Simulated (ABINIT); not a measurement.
Wanted: the native input for an ABINIT 10.8.3 (patched build) run.

```yaml
Task: band structure
Functional: RPBE
Potentials_or_basis: JTH PAW PBE v2.0
Cutoff: 408 eV
k_mesh: 7 × 7 × 7
Occupations: fermi-dirac, width 0.05 eV
Spin: no spin polarisation
Fine-grid_cutoff: 816.342 eV
Exchange_and_correlation_inside_the_PAW_spheres: full angular mesh (pawxcdev 0, this build's default; the released program takes 1)
```

The system is Sn.

```
Sn
1.0
     0.00000    3.23334    3.23334
     3.23334    0.00000    3.23334
     3.23334    3.23334    0.00000
Sn
2
Direct
  0.75000 0.75000 0.75000
  0.50000 0.50000 0.50000
```

This isn't the form of Sn at room conditions, which is tetragonal (white tin).

These files were run (other wordings do the same):

run.abi

```
# Datasets: ground state, then fixed potential
ndtset 2

# Pseudopotentials
pp_dirpath "./"
pseudos "Sn.GGA_PBE-JTH.xml"

# Structure
acell 4.5726372396 4.5726372396 4.5726372396 Angstrom
rprim
     0.0000000000     0.7071067812     0.7071067812
     0.7071067812     0.0000000000     0.7071067812
     0.7071067812     0.7071067812     0.0000000000
ntypat 1
znucl 50
natom 2
typat 1 1
xred
     0.7500000000     0.7500000000     0.7500000000
     0.5000000000     0.5000000000     0.5000000000

# Plane-wave basis
ecut 15.0
pawecutdg 30.0

# Exchange and correlation
ixc 15

# Bands and occupations
occopt 3
tsmear 0.05 eV

# SCF cycle
nstep 100

# Output
iomode 3
prtwf 0
prteig 0
prtebands 0
enunit 1
prtden1 1
prtvha1 1
prtvclmb1 1
prtpot1 1

# Dataset 1
kptopt1 1
ngkpt1 7 7 7
nshiftk1 1
shiftk1 0.0 0.0 0.0
nband1 18
tolvrs1 1.0e-9

# Dataset 2: bands along G-X-W-K-G-L-U-W-L-K
iscf2 -2
getden2 1
nband2 22
nbdbuf2 2
tolwfr2 1.0e-12
kptopt2 -9
ndivsm2 6
prteig2 1
prtvol2 -3
kptbounds2
     0.0000000000     0.0000000000     0.0000000000
     0.5000000000     0.0000000000     0.5000000000
     0.5000000000     0.2500000000     0.7500000000
     0.3750000000     0.3750000000     0.7500000000
     0.0000000000     0.0000000000     0.0000000000
     0.5000000000     0.5000000000     0.5000000000
     0.6250000000     0.2500000000     0.6250000000
     0.5000000000     0.2500000000     0.7500000000
     0.5000000000     0.5000000000     0.5000000000
     0.3750000000     0.3750000000     0.7500000000
```

Potentials or basis: JTH PAW PBE v2.0.

Command:

```sh
$ abinit run.abi > log 2>&1
```

It gave:

* Band gap on the k mesh: none (metal or under the smearing width)
* Valence electrons inside the program's atomic spheres: Sn 12.00, 12.04 (radii [1.3287] Å)

Caveat: spin-orbit coupling is left out, which moves the levels of the heavy elements.

Wall time 46 s on 1 thread of Intel(R) Xeon(R) 6975P-C (Granite Rapids), on a shared host, peak memory 0.14 GiB.
